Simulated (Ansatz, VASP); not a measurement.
## Two plane-wave programs on Au

INCAR

```
PREC = Accurate
ENCUT = 520
EDIFF = 1E-8
ISMEAR = -1
SIGMA = 0.03
LREAL = F
LASPH = T
NELM = 80
ALGO = Normal
ISIF = 2
LWAVE = F
LCHARG = F
GGA = PE
LEFG = T
NBANDS = 18
```

KPOINTS

```
regular mesh
0
Gamma
  14 14 8
```

Contents of POSCAR:

```
Au
1.0
    2.8413017565      0.0000000000      0.0000000000
   -1.4206508782      2.4606395010      0.0000000000
    0.0000000000      0.0000000000      4.7812276454
Au
2
Direct
    0.3333333333      0.6666666667      0.7500000000
    0.6666666667      0.3333333333      0.2500000000
```

Input for Ansatz:

```yaml
crystal:
  lattice:
    - [2.8413017565, 0.0, 0.0]
    - [-1.4206508782, 2.460639501, 0.0]
    - [0.0, 0.0, 4.7812276454]
  atoms:
    - { symbol: Au, position: [0.3333333333, 0.6666666667, 0.75] }
    - { symbol: Au, position: [0.6666666667, 0.3333333333, 0.25] }
kpoints:
  mp_grid: { grid: [14, 14, 8] }
scf:
  occupations: { method: fermi_dirac, width: 0.03 }
hamiltonian:
  xc: pbe
  pseudopotentials: { kind: paw }
output:
  forces: true
  stress: true
  eigenvalues: true
  efg: { contact_densities: true }
```

Change from the starting cell: volume scaled by 0.9405, PAW files.

Alike in both runs: task electric field gradients; functional PBE; k mesh 14 × 14 × 8; occupations fermi-dirac, width 0.03 eV; no spin polarisation.

|  | VASP | Ansatz |
| --- | --- | --- |
| version | VASP 6.6.1 | Ansatz 0.2.0 |
| potentials or method | VASP PAW PBE potentials, release 64 (Au) | PAW with Ansatz's default frozen-core files, scalar-relativistic |
| plane-wave cutoff (eV) | 520 | 420 |
| valence electrons in the cell | 22 | 38 |

|  | VASP | Ansatz | Ansatz less VASP |
| --- | --- | --- | --- |
| pressure (GPa) | 12.4 | 12.7 | +0.32 |
| largest component of the traceless stress (GPa) | 1.07 | 1.06 | -0.007 |
| Vzz of the field gradient on the site that differs most (V/Å²) | 30.1 | 17.4 | -12.71 |

The two sets of potentials don't hold the same shells in valence. Ansatz warned: «gradients_without_spin_orbit».

The runs have no spin-orbit coupling, so splittings on Au are missing.
